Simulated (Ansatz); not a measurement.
The system is Te.

```
Te
1.0
     4.45400    0.00000    0.00000
    -2.22700    3.85728    0.00000
     0.00000    0.00000    5.92400
Te
3
Cartesian
  1.6279 2.8197 0.0000
  -0.5991 1.0376 3.9493
  1.1981 0.0000 1.9747
```

```yaml
Program: Ansatz 0.2.0
Task: relaxation of cell and atoms
Functional: PBE
Potentials_or_basis: Ansatz PAW
Cutoff: "420 eV (not typed: the program's choice for these potentials)"
k_mesh: 7 × 7 × 5
Occupations: fermi-dirac, width 0.05 eV
Spin: no spin polarisation
```

At the start: volume 33.93 Å³/atom.

Task: Where does the relaxation end?

Result: It ends after 6 steps and the volume is 35.14 Å³/atom (+3.6 %); space group P3_121 (No. 152, to 0.05 Å).

The path:
```tsv
step	energy change (eV)	largest force (eV/Å)	volume (Å³)
1	0.0000	0.1481	101.78
2	-0.0063	0.1271	106.55
3	-0.0133	0.0244	104.84
4	-0.0136	0.0030	105.13
5	-0.0137	0.0009	105.43
6	-0.0143	0.0009	105.43
```

Final structure:
```
Te
1.0
     4.52197    0.00000    0.00000
    -2.26099    3.91614    0.00000
     0.00000    0.00000    5.95378
Te
3
Direct
  0.73199 0.73199 0.00000
  0.00000 0.26801 0.66667
  0.26801 0.00000 0.33333
```

Caveat: the plane-wave basis is chosen anew once the cell has moved, so the energies of steps on either side of that aren't comparable.
